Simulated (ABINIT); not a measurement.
GaAs:

```
As Ga
1.0
     0.00000    2.82685    2.82685
     2.82685    0.00000    2.82685
     2.82685    2.82685    0.00000
As Ga
1 1
Direct
  0.75000 0.75000 0.75000
  0.00000 0.00000 0.00000
```

Base run:

```yaml
Program: ABINIT 10.8.3 (patched build)
Functional: PBE
Potentials_or_basis: JTH PAW PBE v2.0
Cutoff: 463 eV
k_mesh: 5 × 5 × 5
Occupations: fermi-dirac, width 0.05 eV
Spin: no spin polarisation
```

Its results: band gap on the k mesh 0.50 eV, direct; pressure 3.3 GPa.

**Question.** After a change of settings the same cell gave: band gap on the k mesh 0.48 eV, direct; pressure 4.4 GPa. Which change was it?
A. functional from PBE to PW91; k mesh from 5 × 5 × 5 to 8 × 8 × 8
B. functional from PBE to PBEsol; k mesh from 5 × 5 × 5 to 6 × 6 × 6
C. potentials or basis from JTH PAW PBE v2.0 to JTH PAW PBE v2.0 sp; k mesh from 5 × 5 × 5 to 8 × 8 × 8; valence electrons from 28 to 18
D. k mesh from 5 × 5 × 5 to 3 × 3 × 3

**Answer.** D.

Caveats: some runs use coarse meshes; an odd mesh through Γ misses points on the zone boundary, where band edges often lie.

Not every run made on this cell is shown here.
